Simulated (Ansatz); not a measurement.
Method: DFT PBE, scalar-relativistic, plane waves, PAW (Ansatz 0.2.0). Settings: cutoff 420 eV, Γ-centred meshes spaced at most about 0.3 Å⁻¹, and about 0.25 Å⁻¹ or finer for metals (2π included), Gaussian smearing. No spin polarisation.

Temperature and zero-point effects are left out.

Two relaxed structures of Sn6Ge:

A.

```xyz
7
Lattice="6.1280 0.0000 0.0000 -3.0640 5.3070 0.0000 0.0000 0.0000 6.1171" Properties=species:S:1:pos:R:3 pbc="T T T"
Sn    1.9450    3.3688    1.7527
Sn   -1.9450    3.3688    4.3645
Sn    3.8900    0.0000    4.3645
Sn    1.1190    1.9382    4.3645
Sn   -1.1190    1.9382    1.7527
Sn    2.2381    0.0000    1.7527
Ge    0.0000    0.0000    0.0000
```

B.

```xyz
7
Lattice="3.1370 1.8111 5.5658 -3.1370 1.8111 5.5658 0.0000 -3.6223 5.5658" Properties=species:S:1:pos:R:3 pbc="T T T"
Sn   -1.9251    0.3727    9.6399
Sn    0.6398   -1.8535    9.6399
Sn   -1.2853   -1.4808    7.0576
Sn   -0.6398    1.8535    7.0576
Sn    1.9251   -0.3727    7.0576
Sn    1.2853    1.4808    9.6399
Ge    0.0000    0.0000    0.0000
```

Problem. Which would you expect to be lower, and how large is the difference?

Solution. B is lower, by 51 meV/atom. A has space group P-31m (No. 162), 28.4 Å³/atom and no gap on its mesh; B has space group R-3 (No. 148), 27.1 Å³/atom and no gap. The denser one is the lower, and pressure would at first widen the difference. Even the lower one lies +0.10 eV/atom against the reference forms of the elements (uncorrected), so neither is stable at this level. In A, around Sn lie 1 Ge at 2.84 Å, 1 Sn at 3.09 Å and 6 Sn at 3.38–3.44 Å; Ge has 6 Sn at 2.84 Å. In B, Sn is surrounded by 1 Ge at 2.91 Å, 7 Sn at 3.24–3.40 Å and 1 Sn at 3.62 Å; Ge is surrounded by 6 Sn at 2.91 Å. Both come from invented guesses. The lowest form computed isn't among them: it has Sn and Ge ordered on diamond sites, space group R-3 (No. 148), 34.7 Å³/atom and lies 79 meV/atom below the best shown.

Cells relaxed within their symmetry can be saddle points. Some structure types and database cells were kept out of the candidates from the start, so a known form may be missing.
